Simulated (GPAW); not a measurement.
# ZnSe (Stilleite) (F-43m) in GPAW: a series of runs

Runs on ZnSe (Stilleite). Level: PBE. Tasks: single point.

All numbers are computed with GPAW 26.7.0; they aren't measurements. Logs are shortened: lines on timing, memory, paths and dates and some standing lists are left out, and cuts for length are marked. The log counts tension as positive stress, the text compression.

**Experimental background.**

“Alloy Disordering Effects on the Thermal Conductivity and Energy Gap Temperature Dependence of Cd1−xZnxSe Ternary Crystals Grown by the Bridgman Method”, 2023, pmc:10253836 reports, for a bulk crystal of ZnSe at 300 K: band gap 2.695 ± 0.003 eV (an exciton energy, a little under the gap).

The results are compared with them further down.

### Step 1. Starting point

It takes space group F-43m (No. 216, cubic). Conventional cell: a = 5.668 Å, b = 5.668 Å, c = 5.668 Å, α = 90.00°, β = 90.00°, γ = 90.00°. Se (site symmetry -43m) is surrounded by 4 Zn at 2.45 Å. Zn (site symmetry -43m) has 4 Se at 2.45 Å as nearest neighbours.

### Step 2. Single point, PBE

File run.py:

```python
from ase import Atoms
from ase.dft.bandgap import bandgap
from ase.io import write
from ase.units import Bohr, GPa
from gpaw import GPAW, PW
from gpaw.elf import elf_from_dft_calculation

atoms = Atoms(['Se', 'Zn'],
              cell=[[0.0, 2.8338, 2.8338],
                    [2.8338, 0.0, 2.8338],
                    [2.8338, 2.8338, 0.0]],
              scaled_positions=[[0.75, 0.75, 0.75],
                                [0.0, 0.0, 0.0]],
              pbc=True)

calc = GPAW(mode=PW(600),
            xc='PBE',
            kpts={'size': (8, 8, 8), 'gamma': True},
            occupations={'name': 'methfessel-paxton', 'order': 0, 'width': 0.015},
            nbands=18,
            convergence={'density': 1e-05, 'energy': 1e-05},
            maxiter=150,
            txt='gpaw.txt')
atoms.calc = calc
energy = atoms.get_potential_energy()
forces = atoms.get_forces()
stress = atoms.get_stress()
calc.write('gs.gpw')
write('result.traj', atoms)
print(f'Energy: {energy:.6f} eV')
print('Forces (eV/A):')
print(forces.round(4))
print('Stress (GPa):', (stress / GPa).round(3))
print('Fermi level:', round(calc.get_fermi_level(), 4), 'eV')
print(f'Gap: {bandgap(calc)[0]:.4f} eV, direct: {bandgap(calc, direct=True)[0]:.4f} eV')

# fields on the real-space grid
write('density.cube', atoms, data=calc.get_pseudo_density() * Bohr**3)
write('potential.cube', atoms, data=calc.get_electrostatic_potential())
write('elf.cube', atoms, data=elf_from_dft_calculation(calc).data)
```

Potentials or basis: GPAW PAW data sets (gpaw-data 1.2.1), pw.

On the command line:

```bash
> OMP_NUM_THREADS=1 python run.py
```

gpaw.txt:

```text
__  _  _
 | _ |_)|_||  |
 |__||  | ||/\| - 26.7.0

Input parameters:
  mode=PW(ecut=600.0),
  convergence={'density': 1e-05, 'energy': 1e-05},
  kpts=MonkhorstPack(size=(8, 8, 8), gamma=True),
  maxiter=150,
  nbands=18,
  occupations=Occupations(name='methfessel-paxton', order=0, width=0.015),
  xc=XC(name='PBE')

Diagonalizing LCAO Hamiltonian
Converting LCAO to pw mode

                    Se

       Zn

Atoms  # Å, Bohr magnetons
|   | symbol |        x |        y |        z |    initial magnetic moments |
|---|--------|----------|----------|----------|-----------------------------|
| 0 |     Se | 4.250700 | 4.250700 | 4.250700 | ( 0.0000,  0.0000,  0.0000) |
| 1 |     Zn | 0.000000 | 0.000000 | 0.000000 | ( 0.0000,  0.0000,  0.0000) |

Unit cell  # Å
| periodic |        x |        y |        z |  lengths |    angles |
|----------|----------|----------|----------|----------|-----------|
|      yes | 0.000000 | 2.833800 | 2.833800 | 4.007598 | 60.000000 |
|      yes | 2.833800 | 0.000000 | 2.833800 | 4.007598 | 60.000000 |
|      yes | 2.833800 | 2.833800 | 0.000000 | 4.007598 | 60.000000 |

Number of symmetries: 24
Symmetry operations  # r_c * U_cc + t_c -> r_c
|    | kind |            matrix            |
|----|------|------------------------------|
|  0 |  E   |  1, 0, 0,  0, 1, 0,  0, 0, 1 |
|  1 |  σ   |  1, 0, 0,  0, 0, 1,  0, 1, 0 |
|  2 |  σ   |  1, 0,-1,  0, 1,-1,  0, 0,-1 |
|  3 |  C3  |  1, 0,-1,  0, 0,-1,  0, 1,-1 |
|  4 |  C3  |  1,-1, 0,  0,-1, 1,  0,-1, 0 |
|  5 |  σ   |  1,-1, 0,  0,-1, 0,  0,-1, 1 |
|  6 |  σ   |  0, 1, 0,  1, 0, 0,  0, 0, 1 |
|  7 |  C3  |  0, 1, 0,  0, 0, 1,  1, 0, 0 |
|  8 |  C2  |  0, 1,-1,  1, 0,-1,  0, 0,-1 |
|  9 |  S4  |  0, 1,-1,  0, 0,-1,  1, 0,-1 |
| 10 |  C3  |  0, 0, 1,  1, 0, 0,  0, 1, 0 |
| 11 |  σ   |  0, 0, 1,  0, 1, 0,  1, 0, 0 |
| 12 |  S4  |  0, 0,-1,  1, 0,-1,  0, 1,-1 |
| 13 |  C3  |  0, 0,-1,  0, 1,-1,  1, 0,-1 |
| 14 |  S4  |  0,-1, 1,  1,-1, 0,  0,-1, 0 |
| 15 |  C2  |  0,-1, 1,  0,-1, 0,  1,-1, 0 |
| 16 |  C3  |  0,-1, 0,  1,-1, 0,  0,-1, 1 |
| 17 |  S4  |  0,-1, 0,  0,-1, 1,  1,-1, 0 |
| 18 |  S4  | -1, 1, 0, -1, 0, 1, -1, 0, 0 |
| 19 |  C3  | -1, 1, 0, -1, 0, 0, -1, 0, 1 |
| 20 |  C3  | -1, 0, 1, -1, 1, 0, -1, 0, 0 |
| 21 |  S4  | -1, 0, 1, -1, 0, 0, -1, 1, 0 |
| 22 |  σ   | -1, 0, 0, -1, 1, 0, -1, 0, 1 |
| 23 |  C2  | -1, 0, 0, -1, 0, 1, -1, 1, 0 |

BZ-sampling:
  Number of BZ points: 512
  Number of IBZ points: 29

  Monkhorst-Pack size: [8, 8, 8]
  Monkhorst-Pack shift: [0.0625, 0.0625, 0.0625]

K-points  # in reciprocal-cell coordinates
|     |                                coordinates |     weight |
|-----|--------------------------------------------|------------|
|   0 | (  0.00000000,   0.00000000,   0.00000000) | 0.00195312 |
|   1 | (  0.12500000,   0.12500000,   0.00000000) | 0.01171875 |
|   2 | (  0.12500000,   0.12500000,   0.12500000) | 0.01562500 |
|   3 | (  0.25000000,   0.12500000,   0.12500000) | 0.02343750 |
|   4 | (  0.25000000,   0.25000000,   0.00000000) | 0.01171875 |
|   5 | (  0.25000000,   0.25000000,   0.12500000) | 0.04687500 |
|   6 | (  0.25000000,   0.25000000,   0.25000000) | 0.01562500 |
|   7 | (  0.37500000,   0.25000000,  -0.37500000) | 0.04687500 |
|   8 | (  0.37500000,   0.25000000,   0.12500000) | 0.04687500 |
|   9 | (  0.37500000,   0.25000000,   0.25000000) | 0.04687500 |
| ... |                                            |            |
|  28 | (  0.50000000,   0.50000000,   0.50000000) | 0.00781250 |

Plane wave coefficients: 1540
Cutoff: 600.0 eV

Spin-components: 1 (collinear spins)
Bands:           18
Projectors:      11
Spin-degeneracy: 2
Datatype:        complex128

Parallelization:
  kpt:    1
  domain: 1
  band:   1

Density:
  Valence electrons: 18.0
  Components: 1
  Grid points: [24 24 24]
  Charge: 0.0  # |e|

Potential:
  Grid points: [24 24 24]

species:
  Se:
    name:    Selenium
    Z:       34.0
    valence: 6
    core:    28
    charge:  0.0  # [|e|]
    compensation charges:
      type: gauss
      rc: 0.27  # [Å]
      lmax: 2
    cutoffs:
      filter: 1.77  # [Å]
      core: 2.67  # [Å]
    projectors
    | kind |    occ | energy [eV] | rcut [Å] |
    |------|--------|-------------|----------|
    |   4s |  2.000 |     -17.277 |    0.847 |
    |   4p |  4.000 |      -6.512 |    1.005 |
    |    s |        |       9.935 |    0.847 |
    |    p |        |      20.699 |    1.005 |
    |    d |        |       0.000 |    0.847 |

    Using partial waves for Se as LCAO basis

  Zn:
    name:    Zinc
    Z:       30.0
    valence: 12
    core:    18
    charge:  0.0  # [|e|]
    compensation charges:
      type: gauss
      rc: 0.37  # [Å]
      lmax: 2
    cutoffs:
      filter: 2.14  # [Å]
      core: 2.28  # [Å]
    projectors
    | kind |    occ | energy [eV] | rcut [Å] |
    |------|--------|-------------|----------|
    |   4s |  2.000 |      -5.977 |    1.286 |
    |   4p |  0.000 |      -1.117 |    1.270 |
    |   3d | 10.000 |     -10.142 |    1.180 |
    |    s |        |      21.234 |    1.286 |
    |    p |        |      26.095 |    1.270 |
    |    d |        |      17.070 |    1.180 |

    Using partial waves for Zn as LCAO basis

Reference energy: -114964.858784  # eV

eigensolver:
  PPCG
  Converge bands: occupied
  niter=2

density mixing:
  MSR1-Mixer
  Pratt-step length: 0.05
  Maximum mixing coefficient: 0.75
  Old densities: 10
  SVD Regularization: 0.005
  Good broyden scale: 1.0
  Trust region scale: 1.0
  Backstep threshold: 4.0
  History deletion threshold: 6.0
  Fourier metric: weight=20.0, sigma=0.015

occupation numbers:
  Methfessel-Paxton:
    width: 0.0150  # eV
    order: 0

poisson solver:
  ecut: 4800.0  # eV

xc functional:
  name: PBE with 2 nearest neighbor stencil

convergence criteria:
[... 6 lines left out ...]
|iter     | |      energy | eigst |  dens |
|---------|-|-------------|-------|-------|
|iter:   1| |   -6.339548 | -0.25 |       |
|iter:   2| |   -6.282171 | -2.22 | -1.24 |
|iter:   3| |   -6.100369 | -1.65 | -1.28 |
|iter:   4| |   -6.100329 | -2.63 | -1.83 |
|iter:   5| |   -6.101408 | -3.71 | -2.31 |
|iter:   6| |   -6.101380 | -4.25 | -2.93 |
|iter:   7| |   -6.101403c| -5.24 | -3.51 |
|iter:   8| |   -6.101407c| -6.03 | -3.93 |
|iter:   9| |   -6.101407c| -8.14c| -5.04c|

Converged in 9 steps
Energy contributions relative to reference atoms: (reference = -114964.858784)

Energy contributions:
  Kinetic:          13.004586
  Coulomb:         -11.065266
  Zero:             -0.038423
  External:          0.000000
  Xc:               -8.002304
  Entropy:           0.000000
  Spinorbit:         0.000000
  ----------------------------
  Free energy:      -6.101407
  Extrapolated:     -6.101407

dipole moment: (-7.090447, -7.090447, -7.090447)  # |e|*Ang

Fermi level: 4.353
Eigenvalues  # (at kpt = [0.000, 0.000, 0.000])
| band index |      eig [eV] | occ [0-2] |
|------------|---------------|-----------|
|          0 |        -9.375 |     2.000 |
|          1 |        -2.645 |     2.000 |
|          2 |        -2.645 |     2.000 |
|          3 |        -2.645 |     2.000 |
|          4 |        -2.279 |     2.000 |
|          5 |        -2.279 |     2.000 |
[... 10 lines left out ...]
|         16 |        16.945 |     0.000 |
|         17 |        16.945 |     0.000 |

Gap: 1.298 eV
Transition (v -> c):
  (s=0, k=0, n=8, [0.00, 0.00, 0.00]) -> (s=0, k=0, n=9, [0.00, 0.00, 0.00])
No difference between direct/indirect transitions

Forces  # eV/Ang
|       x |        y |       z |
|---------|----------|---------|
| 0.00000 |  0.00000 | 0.00000 |  # Se   0
| 0.00000 | -0.00000 | 0.00000 |  # Zn   1

Stress tensor  # eV/Ang^3
|         x |         y |         z |
|-----------|-----------|-----------|
| -0.013034 |  0.000000 |  0.000000 |
|  0.000000 | -0.013034 |  0.000000 |
|  0.000000 |  0.000000 | -0.013034 |

# Writing to gs.gpw (mode='')
```

It took 20 s on 1 thread of Intel Xeon Platinum 8259CL at 2.50GHz (Skylake/Cascade Lake), shared host; peak memory 0.16 GiB.

Results:

```
Free energy            : -6.1014 eV
Pressure               : 2.1 GPa
Band gap on the k mesh : 1.30 eV, direct
```

Levels at points of the mesh, in eV from the valence-band top:
```csv
k point,band 6,band 7,band 8,band 9,band 10,band 11,band 12,band 13
"(0.00, 0.00, 0.00)",-6.15,0.00,0.00,0.00,1.30,5.81,5.81,5.81
"(0.50, 0.50, 0.00)",-5.97,-4.74,-2.18,-2.18,2.99,3.47,10.73,11.25
"(0.50, 0.50, 0.50)",-5.99,-5.22,-0.87,-0.87,2.55,6.39,6.39,8.57
```

[end of part 1 of 2]
